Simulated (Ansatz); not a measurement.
Structure types of CdSe compared at 27 GPa

Structure types of CdSe are relaxed in primitive cells with their symmetry kept at 27 GPa, on PAW files; LAPW relaxes the small cells further and takes the PAW cell for the others (marked *). The enthalpy is E + pV at zero temperature, without zero-point motion. Only the types listed were tried, and differences under about 5 meV/atom are mesh noise. The real phase may be another.

All numbers are PBE results (scalar-relativistic) from Ansatz 0.2.0, with Fermi–Dirac smearing of 0.05 eV, no spin polarisation. Methods: LAPW: all electrons, basis error target 0.5 meV/atom; PAW: frozen-core files, cutoff 420 eV.

k meshes: rocksalt 13×13×13, CsCl 13×13×13, zincblende 12×12×12, wurtzite 9×9×5, NiAs 10×10×6.

Question: Which type is lowest in enthalpy, and by how much?

Answer: rocksalt, 68 meV/atom below NiAs. The whole table:

```json
{"start type": "rocksalt", "ends as": "rocksalt, Fm-3m", "a, b, c (Å)": "5.282, 5.282, 5.282", "V (Å³/atom)": "18.42", "H − H(lowest), LAPW (meV/atom)": "0.0", "same, PAW": "0.0"}
{"start type": "CsCl", "ends as": "CsCl, Pm-3m", "a, b, c (Å)": "3.269, 3.269, 3.269", "V (Å³/atom)": "17.47", "H − H(lowest), LAPW (meV/atom)": "281.2", "same, PAW": "281.7"}
{"start type": "zincblende", "ends as": "zincblende, F-43m", "a, b, c (Å)": "5.608, 5.608, 5.608", "V (Å³/atom)": "22.04", "H − H(lowest), LAPW (meV/atom)": "607.7", "same, PAW": "605.9"}
{"start type": "wurtzite*", "ends as": "distorted wurtzite, P6_3mc", "a, b, c (Å)": "3.770, 3.770, 7.042", "V (Å³/atom)": "21.67", "H − H(lowest), LAPW (meV/atom)": "600.0", "same, PAW": "598.3"}
{"start type": "NiAs*", "ends as": "NiAs, P6_3/mmc", "a, b, c (Å)": "3.688, 3.688, 6.325", "V (Å³/atom)": "18.62", "H − H(lowest), LAPW (meV/atom)": "68.1", "same, PAW": "68.3"}
```

Question: Split the lead of rocksalt over NiAs into energy and pV.

Answer: For NiAs less rocksalt: ΔE = +34.6 meV/atom, and p·ΔV = 27 GPa × +0.1991 Å³ × 6.242 meV/(GPa·Å³) = +33.6 meV/atom, together 68.2 meV/atom. rocksalt wins on both counts.
